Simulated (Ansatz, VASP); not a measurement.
**One calculation of Cu, two programs**

```
Cu
1.0
     0.02508    1.79705    1.81171
     1.81429    0.00369    1.83310
     1.81066    1.81481    0.00732
Cu
1
Direct
  0.00000 0.00000 0.00000
```

Change from the starting cell: cell strained at random at fixed volume.

Alike in both runs: functional LDA; k mesh 13 × 13 × 13; occupations tetrahedron; no spin polarisation; Hubbard terms Cu d U = 6.0 eV.

```csv
,VASP,Ansatz
version,VASP 6.6.1,Ansatz 0.2.0
potentials or method,"VASP PAW LDA potentials, release 64 (Cu), cutoff 520 eV","all-electron LAPW, scalar-relativistic"
task,single point,atomic charges
```

Ansatz gave:

```
gap on the k mesh at the Fermi level (eV)       : none
pressure (GPa)                                  : -9.5
largest component of the traceless stress (GPa) : 1.00
```

What did VASP give for the same quantities?

gap on the k mesh at the Fermi level (eV): none; pressure (GPa): -14.0; largest component of the traceless stress (GPa): 0.79.

The programs project onto different local orbitals, so the same U acts differently. A gap of «none» marks a metal or a gap that the smearing closes. Ansatz ran all-electron here, so the differences hold the error of VASP's frozen core and of both bases.

Caveats: U without spin polarisation on a metal has little footing; the U is typed as a test and isn't derived for this compound; tetrahedron occupations give inexact forces and stress in metals (VASP); U is the effective U less J, on atomic orbitals that reach past the spheres (Ansatz); with tetrahedron occupations forces and stress needn't match the slope of the energy (Ansatz).
